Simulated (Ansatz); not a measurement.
# GaP: the cost of one run

Method: DFT, PBE, plane-wave PAW, default files, scalar-relativistic, in Ansatz 0.2.0.

### 1 The system as given

Symmetry: F-43m, No. 216, cubic system. The conventional cell has a = 5.451 Å, b = 5.451 Å, c = 5.451 Å, α = 90.00°, β = 90.00°, γ = 90.00°. Around Ga (site symmetry -43m) lie 4 P at 2.36 Å. P (site symmetry -43m) is surrounded by 4 Ga at 2.36 Å.

Coordinates:

```xyz
2
Lattice="0.0000 2.7252 2.7252 2.7252 0.0000 2.7252 2.7252 2.7252 0.0000" Properties=species:S:1:pos:R:3 pbc="T T T"
Ga    0.0000    0.0000    0.0000
P     1.3626    1.3626    1.3626
```

### 2 Single point at the given positions

input.yaml reads:

```yaml
crystal:
  lattice:
    - [0.0, 2.72525, 2.72525]
    - [2.72525, 0.0, 2.72525]
    - [2.72525, 2.72525, 0.0]
  atoms:
    - { symbol: Ga, position: [0.0, 0.0, 0.0] }
    - { symbol: P, position: [0.25, 0.25, 0.25] }
kpoints:
  mp_grid: { grid: [14, 14, 14] }
scf:
  occupations: { method: fermi_dirac, width: 0.02 }
hamiltonian:
  xc: pbe
  pseudopotentials: { kind: paw }
output:
  forces: true
  stress: true
  populations: true
  efg: { quadrupole_moments_barn: { Ga: 0.107 }, contact_densities: true }
```

On the command line:

```
$ ansatz run input.yaml --threads 1 --pin off --max-ram 3072MiB --backend cpu --events-out ev --progress --plain --runs-dir out
```

Q: Estimate wall time and peak memory on 1 thread of Intel Xeon Platinum 8488C (Sapphire Rapids), shared host.

About 5.8 s, with a peak of 0.45 GiB.
